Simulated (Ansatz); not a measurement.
Crystal: Ta2N.

```xyz
3
Lattice="3.1129 0.0000 0.0000 -1.5564 2.6958 0.0000 0.0000 0.0000 4.8698" Properties=species:S:1:pos:R:3 pbc="T T T"
Ta    0.0000    1.7972    1.2404
Ta    1.5564    0.8986    3.6294
N     0.0000    0.0000    0.0000
```

The cell comes from a database or a generator and needn't be the stable form of this composition.

```yaml
Program: Ansatz 0.2.0
Task: relaxation of cell and atoms
Functional: PBEsol
Potentials_or_basis: Ansatz PAW
Cutoff: "420 eV (not typed: the program's choice for these potentials)"
k_mesh: 10 × 10 × 6
Occupations: fermi-dirac, width 0.05 eV
Spin: no spin polarisation
Hubbard_terms: Ta d U = 5 eV
```

At the start: volume 13.62 Å³/atom.

Task: Where does the relaxation end?

Result: It ends after 8 steps and the volume is 13.33 Å³/atom (-2.1 %); space group P-3m1 (No. 164, to 0.05 Å).

Step by step:
```tsv
step	energy change (eV)	largest force (eV/Å)	volume (Å³)
1	0.0000	0.0840	40.87
2	-0.0348	0.1027	40.03
3	-0.0361	0.0266	39.92
4	-0.0362	0.0105	39.97
5	-0.0362	0.0001	40.00
6	-0.0351	0.0001	40.00
7	-0.0352	0.0001	39.99
8	-0.0352	0.0000	39.99
```

Final structure:
```
Ta N
1.0
     3.04869    0.00000    0.00000
    -1.52434    2.64024    0.00000
     0.00000    0.00000    4.96792
Ta N
2 1
Direct
  0.33333 0.66667 0.25708
  0.66667 0.33333 0.74292
  0.00000 0.00000 0.00000
```

Caveat: the plane-wave basis is chosen anew once the cell has moved, so the energies of steps on either side of that aren't comparable; U without spin polarisation on a metal has little footing; the PAW data sets come from PBE, with cores solved anew for the run's functional, which leaves a small shift of forces and pressure.
